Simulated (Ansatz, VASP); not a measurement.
# One calculation of AlRu, two programs

```
CELL_PARAMETERS angstrom
2.98250 0.00000 0.00000
0.00000 2.98250 0.00000
0.00000 0.00000 2.98250
ATOMIC_POSITIONS crystal
Al 0.00000 0.00000 0.00000
Ru 0.50000 0.50000 0.50000
```

Alike in both runs: functional r2SCAN; k mesh 14 × 14 × 14; occupations gaussian, width 0.1 eV; no spin polarisation.

Ansatz relaxed the structure, and its values are those at the end. VASP's run is a single point on that final structure, the one shown.

|  | VASP | Ansatz |
| --- | --- | --- |
| version | VASP 6.6.1 | Ansatz 0.2.0 |
| potentials or method | VASP PAW PBE potentials, release 64 (Al, Ru_pv) | scalar-relativistic, plane waves, PAW |
| plane-wave cutoff (eV) | 520 | 500 |
| valence electrons in the cell | 17 | 19 |

Ansatz gave:

```
gap on the k mesh at the Fermi level (eV) : none
pressure (GPa)                            : 0.0
```

Task: Estimate VASP's values.

Result: gap on the k mesh at the Fermi level (eV): none; pressure (GPa): 0.2.

A gap of «none» marks a metal or a gap that the smearing closes. The two sets of potentials don't hold the same shells in valence.

Caveats: the PAW data sets were made with another functional, which shifts forces and pressure a little (VASP).
